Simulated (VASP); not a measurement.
# ScAl3N4 (Cmc2_1) in VASP: settings compared

One crystal, ScAl3N4, is run at these levels: PBEsol, r2SCAN, TB-mBJ; tasks: band structure.

All numbers are computed with VASP 6.6.1; they aren't measurements. Logs are shortened: lines on timing, memory, paths and dates and some standing lists are left out, and cuts for length are marked.

## 1. The structure

Symmetry: Cmc2_1, No. 36, orthorhombic system. Conventional cell: a = 6.478 Å, b = 11.151 Å, c = 4.997 Å, α = 90.00°, β = 90.00°, γ = 90.00°. Around Sc (site symmetry m) lie 4 N at 2.04 to 2.12 Å. Around Al (site symmetry 1) lie 4 N at 1.89 to 1.95 Å. Al (site symmetry m) is surrounded by 4 N at 1.89 to 1.95 Å. N (site symmetry m) is surrounded by 2 Al at 1.90 Å and 2 Sc at 2.04 to 2.12 Å. Around N (site symmetry 1) lie 3 Al at 1.89 Å and 1 Sc at 2.05 Å. Around N (site symmetry m) lie 4 Al at 1.92 to 1.95 Å.

The cell was built by a generator and needn't be a form met in nature.

## 2. Band structure, PBEsol

Input file INCAR:

```
  PREC = Accurate
  ENCUT = 520
  EDIFF = 1E-6
  ISMEAR = 0
  SIGMA = 0.03
  LREAL = False
  LASPH = True
  NELM = 80
  ALGO = Normal
  ISIF = 2
  LWAVE = False
  LCHARG = False
  LMAXMIX = 4
  GGA = PS
  NBANDS = 54
  ICORELEVEL = 1
  KPAR = 4
```

Input file KPOINTS:

```
Automatic mesh
0
Gamma
  6 6 6
```

Input file POSCAR:

```
ScAl3N4                                 
1.0
    0.0000000000     -0.0000000000     -4.9967916642
    3.2389897217      5.6100947755     -0.0000000000
    3.2088652877     -5.5927024254     -0.0000000000
  Sc              Al              N             
     2     6     8
Direct
     0.0117162631638771    0.1611732858954123    0.3223465617908380
     0.5117162631638771    0.3388267141045877    0.6776534382091620
     0.0024647943862851    0.1639404616544799    0.8349801633879478
     0.0057029881275662    0.6653236901852467    0.3306473703704998
     0.0024647943862851    0.6710397117334546    0.8349801633879620
     0.5024647943862851    0.3360595383455202    0.1650198366120522
     0.5057029881275662    0.8346763098147533    0.6693526296295003
     0.5024647943862851    0.8289602882665454    0.1650198366120380
     0.5873125430282027    0.1587733932758603    0.3175467765516488
     0.6247567784015128    0.1543766847447623    0.8451850265016239
     0.6208250601047479    0.6675525424240802    0.3351050748481596
     0.6247567784015128    0.6908083517568269    0.8451850265015954
     0.0873125430282026    0.3412266067241397    0.6824532234483512
     0.1247567784015128    0.3456233152552377    0.1548149734983761
     0.1208250601047479    0.8324474575759198    0.6648949251518405
     0.1247567784015128    0.8091916482431731    0.1548149734984045
```

Input file KPOINTS_OPT:

```
explicit points
6
Reciprocal
 0.0000000000  0.0000000000  0.0000000000 1
 0.5000000000  0.0000000000  0.0000000000 1
 0.5000000000  0.3333333333  0.3333333333 1
 0.0000000000  0.3333333333  0.3333333333 1
 0.5000000000  0.5000000000  0.0000000000 1
 0.0000000000  0.5000000000  0.0000000000 1
```

Potentials or basis: VASP PAW PBE potentials, release 64 (Sc_sv, Al, N).

Launch:

```bash
> cat potpaw_PBE.64/Sc_sv/POTCAR potpaw_PBE.64/Al/POTCAR potpaw_PBE.64/N/POTCAR > POTCAR
> mpirun -np 4 vasp_std > vasp.out
```

OUTCAR:

```text
PREC = Accurate
   ENCUT = 520
   EDIFF = 1E-6
   ISMEAR = 0
   LREAL = False
   LASPH = True
   NELM = 80
   ISIF = 2
   GGA = PS

 ion  position               nearest neighbor table
   1  0.012  0.161  0.322-  13 2.04  14 2.05  16 2.05   9 2.12   6 3.08   8 3.08   5 3.15   3 3.15
                             6 3.15   8 3.15   2 3.19   2 3.19   4 3.24   4 3.24   5 3.30   3 3.30
   2  0.512  0.339  0.678-   9 2.04  10 2.05  12 2.05  13 2.12   3 3.08   5 3.08   8 3.15   6 3.15
                             3 3.15   5 3.15   1 3.19   1 3.19   7 3.24   7 3.24   8 3.30   6 3.30
   3  0.002  0.164  0.835-  14 1.89  10 1.89  13 1.90  15 1.95   2 3.08   7 3.09   6 3.10   6 3.10
                             7 3.12   1 3.15   2 3.15   5 3.19   4 3.21   4 3.23   5 3.28   1 3.30
   4  0.006  0.665  0.331-  16 1.89  14 1.89  11 1.92  15 1.95   8 3.09   6 3.09   8 3.12   6 3.12
                             7 3.13   7 3.13   3 3.21   5 3.21   3 3.23   5 3.23   1 3.24   1 3.24
   5  0.002  0.671  0.835-  16 1.89  12 1.89  13 1.90  15 1.95   2 3.08   7 3.09   8 3.10   8 3.10
                             7 3.12   1 3.15   2 3.15   3 3.19   4 3.21   4 3.23   3 3.28   1 3.30
   6  0.502  0.336  0.165-  10 1.89  14 1.89   9 1.90  11 1.95   1 3.08   4 3.09   3 3.10   3 3.10
                             4 3.12   2 3.15   1 3.15   8 3.19   7 3.21   7 3.23   8 3.28   2 3.30
   7  0.506  0.835  0.669-  12 1.89  10 1.89  15 1.92  11 1.95   5 3.09   3 3.09   5 3.12   3 3.12
                             4 3.13   4 3.13   6 3.21   8 3.21   6 3.23   8 3.23   2 3.24   2 3.24
   8  0.502  0.829  0.165-  12 1.89  16 1.89   9 1.90  11 1.95   1 3.08   4 3.09   5 3.10   5 3.10
                             4 3.12   2 3.15   1 3.15   6 3.19   7 3.21   7 3.23   6 3.28   2 3.30
   9  0.587  0.159  0.318-   6 1.90   8 1.90   2 2.04   1 2.12
  10  0.625  0.154  0.845-   7 1.89   6 1.89   3 1.89   2 2.05
  11  0.621  0.668  0.335-   4 1.92   8 1.95   6 1.95   7 1.95
  12  0.625  0.691  0.845-   7 1.89   8 1.89   5 1.89   2 2.05
  13  0.087  0.341  0.682-   3 1.90   5 1.90   1 2.04   2 2.12
  14  0.125  0.346  0.155-   4 1.89   3 1.89   6 1.89   1 2.05
  15  0.121  0.832  0.665-   7 1.92   5 1.95   3 1.95   4 1.95
  16  0.125  0.809  0.155-   4 1.89   5 1.89   8 1.89   1 2.05

  LATTYP: Found a base centered orthorhombic cell.
 ALAT       =     6.4779794541
 B/A-ratio  =     1.7213114384
 C/A-ratio  =     0.7713503415

  Lattice vectors:

 A1 = (  -3.2088652877,   5.5927024254,   0.0000000000)
 A2 = (   6.4478550094,   0.0173923501,   0.0000000000)
 A3 = (   0.0000000000,   0.0000000000,  -4.9967916642)

Analysis of symmetry for initial positions (statically):
=====================================================================
 Subroutine PRICEL returns:
 Original cell was already a primitive cell.

 Routine SETGRP: Setting up the symmetry group for a
 base centered orthorhombic supercell.

 Subroutine GETGRP returns: Found  4 space group operations
 (whereof  2 operations were pure point group operations)
 out of a pool of  8 trial point group operations.

The static configuration has the point symmetry C_1h.
 The point group associated with its full space group is C_2v.

Analysis of symmetry for dynamics (positions and initial velocities):
=====================================================================
 Subroutine PRICEL returns:
 Original cell was already a primitive cell.

 Routine SETGRP: Setting up the symmetry group for a
 base centered orthorhombic supercell.

 Subroutine GETGRP returns: Found  4 space group operations
 (whereof  2 operations were pure point group operations)
 out of a pool of  8 trial point group operations.

The dynamic configuration has the point symmetry C_1h.
 The point group associated with its full space group is C_2v.

 Subroutine INISYM returns: Found  4 space group operations
 (whereof  2 operations are pure point group operations),
 and found     1 'primitive' translations

----------------------------------------------------------------------------------------

                                     Primitive cell

  volume of cell :     180.4678

  direct lattice vectors                    reciprocal lattice vectors
     0.000000000  0.000000000 -4.996791664     0.000000000  0.000000000 -0.200128416
     3.238989722  5.610094776  0.000000000     0.154850681  0.088847026  0.000000000
     3.208865288 -5.592702425  0.000000000     0.155332241 -0.089681111  0.000000000

  length of vectors
     4.996791664  6.477979454  6.447878477     0.200128416  0.178528786  0.179362222

  position of ions in fractional coordinates (direct lattice)
     0.011716263  0.161173286  0.322346562
[... 63 lines left out ...]
  0.000000  0.000000  0.000000      1.000000
  0.166667  0.000000  0.000000      2.000000
  0.333333  0.000000  0.000000      2.000000
  0.500000  0.000000  0.000000      1.000000
  0.000000  0.166667  0.000000      4.000000
  0.166667  0.166667  0.000000      8.000000
[... 16 lines left out ...]
  0.333333  0.166667  0.166667      8.000000
  0.500000  0.166667  0.166667      4.000000
 [... further k-points ...]
   k-points           NKPTS =     52   k-points in BZ     NKDIM =     52   number of bands    NBANDS=     54
   number of dos      NEDOS =    301   number of ions     NIONS =     16
   total plane-waves  NPLWV =  92160
   dimension x,y,z NGX =    40 NGY =   48 NGZ =   48
   dimension x,y,z NGXF=    80 NGYF=   96 NGZF=   96
   ions per type =               2   6   8
   NGX,Y,Z   is equivalent  to a cutoff of  13.31, 12.32, 12.38 a.u.
   NGXF,Y,Z  is equivalent  to a cutoff of  26.62, 24.64, 24.75 a.u.
 SYSTEM =  unknown system
   PREC   = accura    normal or accurate (medium, high low for compatibility)
   ISTART =      0    job   : 0-new  1-cont  2-samecut
   ICHARG =      2    charge: 1-file 2-atom 10-const
   ISPIN  =      1    spin polarized calculation?
   LNONCOLLINEAR =      F non collinear calculations
   LSORBIT =      F    spin-orbit coupling
   LASPH  =      T    aspherical Exc in radial PAW
   ENCUT  =  520.0 eV  38.22 Ry    6.18 a.u.   9.29 12.04 11.99*2*pi/ulx,y,z
   NELM   =     80;   NELMIN=  2; NELMDL= -5     # of ELM steps
   EDIFF  = 0.1E-05   stopping-criterion for ELM
   LREAL  =      F    real-space projection
   EDIFFG = 0.1E-04   stopping-criterion for IOM
   NSW    =      0    number of steps for IOM
   IBRION =     -1    ionic relax: 0-MD 1-quasi-New 2-CG
   NFREE  =      0    steps in history (QN), initial steepest desc. (CG)
   ISIF   =      2    stress and relaxation
   ISYM   =      2    0-nonsym 1-usesym 2-fastsym
   POTIM  = 0.5000    time-step for ionic-motion
   TEBEG  =    0.0;   TEEND  =   0.0 temperature during run
   PSTRESS=    0.0 pullay stress
   NELECT =      80.0000    total number of electrons
   NUPDOWN=      -1.0000    fix difference up-down
   EMIN   =  10.00;   EMAX   =-10.00  energy-range for DOS
   EFERMI =   0.00;   METHOD = LEGACY
   ISMEAR =     0;   SIGMA  =   0.03  broadening in eV -4-tet -1-fermi 0-gaus
   EFERMI_NEDOS =   21; number of points for ismear=-14 and -15
   IALGO  =     38    algorithm
   IMIX   =      4    mixing-type and parameters
     AMIX     =   0.40;   BMIX     =  1.00
     AMIX_MAG =   1.60;   BMIX_MAG =  1.00
  volume/ion in A,a.u.               =      11.28        76.12
  Fermi-wavevector in a.u.,A,eV,Ry     =   1.248260  2.358868 21.199942  1.558152
  Thomas-Fermi vector in A             =   2.382354
   LORBIT       =      0    0 simple, 1 ext, 2 COOP (PROOUT), +10 PAW based schemes
   GGA     = PS    functional components
   LHFCALC =     F    Hartree Fock is set to
   AEXX    =    0.0000 exact exchange contribution
   IVDW    =     0    specifies the selected vdW correction
   LEPSILON=     F    determine dielectric tensor
   LRPA    =     F    only Hartree local field effects (RPA)
 non-spin polarized calculation
 Gauss-broadening in eV      SIGMA  =   0.03
  energy-cutoff  :      520.00
  volume of cell :      180.47
 maximum number of plane-waves:      4892
 NGX is ok and might be reduce to    40
   NGX = 19   NGY = 25   NGZ = 23

 number of electron      80.0000010 magnetization

 Free energy of the ion-electron system (eV)
  ---------------------------------------------------
  ext. energy  EPLUGINS =         0.00000000
  ---------------------------------------------------
  free energy    TOTEN  =      -130.46493112 eV

  energy without entropy =     -130.46493112  energy(sigma->0) =     -130.46493112

 the core state eigenenergies are
   1-  1s  -4383.3011  2s   -460.9139  2p   -374.8046
   2-  1s  -4383.3011  2s   -460.9139  2p   -374.8046
   3-  1s  -1498.2308  2s    -95.5580  2p    -57.0107
   4-  1s  -1498.2688  2s    -95.5722  2p    -57.0260
   5-  1s  -1498.2308  2s    -95.5580  2p    -57.0107
   6-  1s  -1498.2308  2s    -95.5580  2p    -57.0107
   7-  1s  -1498.2688  2s    -95.5722  2p    -57.0260
   8-  1s  -1498.2308  2s    -95.5580  2p    -57.0107
   9-  1s   -369.0056
  10-  1s   -368.8139
  11-  1s   -369.3025
  12-  1s   -368.8139
  13-  1s   -369.0056
  14-  1s   -368.8139
  15-  1s   -369.3025
  16-  1s   -368.8139

 E-fermi :   5.2500     XC(G=0): -11.0490

 val. band max:        5.0380831630   @ k =   0.0000   0.0000   0.0000
 cond. band min:       8.5895854299   @ k =   0.0000   0.3333   0.3333
 fundamental gap:      3.5515022669
 Fermi energy:         5.2500330936

 k-point     1 :       0.0000    0.0000    0.0000
  band No.  band energies     occupation
      1     -41.5549      2.00000
      2     -41.5213      2.00000
      3     -20.5215      2.00000
      4     -20.4936      2.00000
      5     -20.4543      2.00000
      6     -20.4207      2.00000
[... 1309 lines left out ...]
     51      12.1626      0.00000
     52      12.1626      0.00000

 [... further k-points ...]

 [bands above 52 left out]

------------------------ aborting loop because EDIFF is reached ----------------------------------------

  FORCE on cell =-STRESS in cart. coord.  units (eV):
  Direction    XX          YY          ZZ          XY          YZ          ZX
  --------------------------------------------------------------------------------------
  -------------------------------------------------------------------------------------
  Total        0.0862429      0.0845533      0.1144527     -0.0014633      0.0000000      0.0000000
  in kB        0.7656571      0.7506565      1.0161008     -0.0129909      0.0000000      0.0000000
  external PRESSURE =       0.8441381 kB  Pullay stress =       0.0000000 kB

 VOLUME and BASIS-vectors are now :
 -----------------------------------------------------------------------------
  energy-cutoff  :      520.00
  volume of cell :      180.47
      direct lattice vectors                 reciprocal lattice vectors
     0.000000000  0.000000000 -4.996791664     0.000000000  0.000000000 -0.200128416
     3.238989722  5.610094776  0.000000000     0.154850681  0.088847026  0.000000000
     3.208865288 -5.592702425  0.000000000     0.155332241 -0.089681111  0.000000000

 POSITION                                       TOTAL-FORCE (eV/Angst)
 -----------------------------------------------------------------------------------
      1.55641     -0.89859     -0.05854        -0.000433      0.000250      0.003723
      3.27195     -1.88906     -2.55694         0.000433     -0.000250      0.003723
      3.21034     -3.75007     -0.01232        -0.000273     -0.000424     -0.001111
      3.21598      1.88332     -0.02850        -0.000463      0.000267      0.001948
      4.85283     -0.90520     -0.01232         0.000231      0.000449     -0.001111
      1.61802      0.96242     -2.51071         0.000273      0.000424     -0.001111
[... 8 lines left out ...]
      4.82985      0.95155     -0.60374        -0.001112      0.000642     -0.001765
      3.11774      3.67381     -0.62338        -0.001428      0.003646     -0.001107
 -----------------------------------------------------------------------------------
    total drift:                               -0.000010      0.000085     -0.000605

  FREE ENERGIE OF THE ION-ELECTRON SYSTEM (eV)
  ---------------------------------------------------
  free  energy   TOTEN  =      -130.4649311168 eV

  energy  without entropy=     -130.4649311168  energy(sigma->0) =     -130.46493112
```

Run time: 4.3 min. Hardware: 4 MPI ranks of AMD EPYC 7R13 (Zen 3), shared host; peak memory 0.77 GiB.

What came out:

```yaml
Free_energy: -130.4649 eV
Pressure: 0.1 GPa
Largest_force: 0.004 eV/Å
Band_gap_on_the_k_mesh: 3.55 eV, indirect (least direct gap 3.62 eV)
Band_gap_along_the_path: 3.55 eV, indirect (least direct gap 3.62 eV)
```

Forces in eV/Å, atoms in the order of the input:
```
Sc   0.000  0.000  0.004
Sc   0.000  0.000  0.004
Al   0.000  0.000 -0.001
Al   0.000  0.000  0.002
Al   0.000  0.000 -0.001
Al   0.000  0.000 -0.001
Al   0.000  0.000  0.002
Al   0.000  0.000 -0.001
N    0.001  0.000  0.001
N    0.004  0.001 -0.001
N    0.001 -0.001 -0.002
N    0.001 -0.004 -0.001
N   -0.001  0.000  0.001
N   -0.004 -0.001 -0.001
N   -0.001  0.001 -0.002
N   -0.001  0.004 -0.001
```

Levels at points of the mesh, in eV from the valence-band top:
```
           k point  band 38  band 39  band 40  band 41  band 42  band 43
(0.00, 0.00, 0.00)    -0.43    -0.24     0.00     3.74     3.91     3.98
(0.50, 0.00, 0.00)    -0.59    -0.37    -0.37     4.36     4.36     4.55
(0.00, 0.50, 0.00)    -0.26    -0.18    -0.09     3.83     4.19     4.53
(0.50, 0.50, 0.00)    -0.35    -0.26    -0.26     4.62     4.62     4.95
(0.00, 0.00, 0.50)    -0.24    -0.21    -0.15     3.62     4.27     4.42
(0.50, 0.00, 0.50)    -0.38    -0.18    -0.18     4.47     4.47     4.96
```

Core levels (eV, on the scale of the bands):
```csv
atom,levels
1 Sc,"1s -4383.3, 2s -460.9, 2p -374.8"
2 Sc,"1s -4383.3, 2s -460.9, 2p -374.8"
3 Al,"1s -1498.2, 2s -95.6, 2p -57.0"
4 Al,"1s -1498.3, 2s -95.6, 2p -57.0"
5 Al,"1s -1498.2, 2s -95.6, 2p -57.0"
6 Al,"1s -1498.2, 2s -95.6, 2p -57.0"
```

Caveat: the PAW data sets were made with another functional, which shifts forces and pressure a little.

## 3. Band structure, r2SCAN

INCAR, as its differences from that of step 2:

```diff
@@ -13,5 +13,5 @@
   LMAXMIX = 4
-  GGA = PS
+  METAGGA = R2SCAN
+  LMIXTAU = True
   NBANDS = 54
-  ICORELEVEL = 1
   KPAR = 4
```

KPOINTS is that of step 2.

POSCAR is that of step 2.

KPOINTS_OPT is that of step 2.

Potentials or basis: VASP PAW PBE potentials, release 64 (Sc_sv, Al, N).

Launch:

```bash
> cat potpaw_PBE.64/Sc_sv/POTCAR potpaw_PBE.64/Al/POTCAR potpaw_PBE.64/N/POTCAR > POTCAR
> mpirun -np 4 vasp_std > vasp.out
```

Wall time 18 min (4 MPI ranks of AMD EPYC 7R13 (Zen 3), shared host); peak memory 0.81 GiB.

It converged, with:

- Free energy: -163.0169 eV
- Pressure: 0.2 GPa
- Largest force: 0.283 eV/Å
- Band gap on the k mesh: 4.13 eV, indirect (least direct gap 4.19 eV)
- Band gap along the path: 4.13 eV, indirect (least direct gap 4.19 eV)

Forces on the atoms (eV/Å):
```
Sc  -0.023  0.013 -0.023
Sc   0.023 -0.013 -0.023
Al   0.060  0.032  0.057
Al  -0.059  0.034  0.012
Al   0.002 -0.068  0.057
Al  -0.060 -0.032  0.057
Al   0.059 -0.034  0.012
Al  -0.002  0.068  0.057
N   -0.213  0.123  0.140
N   -0.003 -0.212 -0.098
N   -0.003  0.002 -0.048
N    0.182  0.108 -0.098
N    0.213 -0.123  0.140
N    0.003  0.212 -0.098
N    0.003 -0.002 -0.048
N   -0.182 -0.108 -0.098
```

Stress tensor (GPa, compression positive):
```
 0.03 -0.01  0.00
-0.01  0.01  0.00
 0.00  0.00  0.50
```

Levels at points of the mesh, in eV from the valence-band top:
| k point | band 37 | band 38 | band 39 | band 40 | band 41 | band 42 | band 43 | band 44 |
| --- | --- | --- | --- | --- | --- | --- | --- | --- |
| (0.00, 0.00, 0.00) | -0.47 | -0.45 | -0.25 | 0.00 | 4.40 | 4.44 | 4.61 | 4.87 |
| (0.50, 0.00, 0.00) | -0.60 | -0.60 | -0.37 | -0.37 | 4.99 | 4.99 | 5.19 | 5.19 |
| (0.00, 0.50, 0.00) | -0.28 | -0.27 | -0.18 | -0.07 | 4.38 | 4.76 | 5.10 | 5.16 |
| (0.50, 0.50, 0.00) | -0.35 | -0.35 | -0.26 | -0.26 | 5.21 | 5.21 | 5.54 | 5.54 |
| (0.00, 0.00, 0.50) | -0.24 | -0.23 | -0.20 | -0.15 | 4.18 | 4.85 | 4.97 | 5.39 |
| (0.50, 0.00, 0.50) | -0.37 | -0.37 | -0.19 | -0.19 | 5.05 | 5.05 | 5.56 | 5.56 |

Caveat: the PAW data sets were made with another functional, which shifts forces and pressure a little.

## 4. Band structure, TB-mBJ

POSCAR is that of step 3.

Input file INCAR.step1:

```
  PREC = Accurate
  ENCUT = 520
  EDIFF = 1E-5
  ISMEAR = 0
  SIGMA = 0.03
  LREAL = False
  LASPH = True
  NELM = 80
  ALGO = Normal
  ISIF = 2
  LWAVE = True
  LCHARG = False
  LMAXMIX = 4
  NBANDS = 54
  KPAR = 4
  GGA = PE
```

Input file INCAR.step2:

```
  PREC = Accurate
  ENCUT = 520
  EDIFF = 1E-6
  ISMEAR = 0
  SIGMA = 0.03
  LREAL = False
  LASPH = True
  NELM = 80
  ALGO = Normal
  ISIF = 2
  LWAVE = False
  LCHARG = False
  LMAXMIX = 4
  METAGGA = MBJ
  NBANDS = 54
  KPAR = 4
  ISTART = 1
```

KPOINTS is that of step 3.

KPOINTS_OPT is that of step 3.

Launch:

```bash
> cat potpaw_PBE.64/Sc_sv/POTCAR potpaw_PBE.64/Al/POTCAR potpaw_PBE.64/N/POTCAR > POTCAR
> cp INCAR.step1 INCAR
> mpirun -np 4 vasp_std > vasp.out
> cp INCAR.step2 INCAR
> mpirun -np 4 vasp_std > vasp.out
```

Run time: 13 min. Hardware: 4 MPI ranks of AMD EPYC 7R13 (Zen 3), shared host; peak memory 0.8 GiB.

It converged, with:

```yaml
Band_gap_on_the_k_mesh: 4.64 eV, indirect (least direct gap 4.68 eV)
Band_gap_along_the_path: 4.66 eV, indirect (least direct gap 4.68 eV)
```

Levels at points of the mesh, in eV from the valence-band top:
```tsv
k point	band 38	band 39	band 40	band 41	band 42	band 43
(0.00, 0.00, 0.00)	-0.39	-0.23	0.00	4.79	4.98	5.12
(0.50, 0.00, 0.00)	-0.54	-0.32	-0.32	5.63	5.63	5.80
(0.00, 0.50, 0.00)	-0.22	-0.17	-0.02	4.80	5.28	5.46
(0.50, 0.50, 0.00)	-0.30	-0.22	-0.22	5.64	5.64	5.97
(0.00, 0.00, 0.50)	-0.18	-0.13	-0.13	4.64	5.40	5.41
(0.50, 0.00, 0.50)	-0.32	-0.16	-0.16	5.49	5.49	5.96
```

Caveat: the PAW data sets were made with another functional, which shifts forces and pressure a little.

## 5. The runs side by side

```tsv
level	gap on the mesh (eV)	pressure (GPa)
PBEsol	3.55	0.1
r2SCAN	4.13	0.2
TB-mBJ	4.64	-
```

Alike in all rows: task band structure; potentials or basis VASP PAW PBE potentials, release 64 (Sc_sv, Al, N); no spin polarisation; cell as given; k mesh 6 × 6 × 6; cutoff (eV) 520; smearing gaussian 0.03 eV.

On the cell as given the gap runs from 3.55 eV (PBEsol) to 4.64 eV (TB-mBJ).

Caveats: the PAW data sets were made with another functional, which shifts forces and pressure a little.

Absolute energies hang on the potentials; compare differences alone.
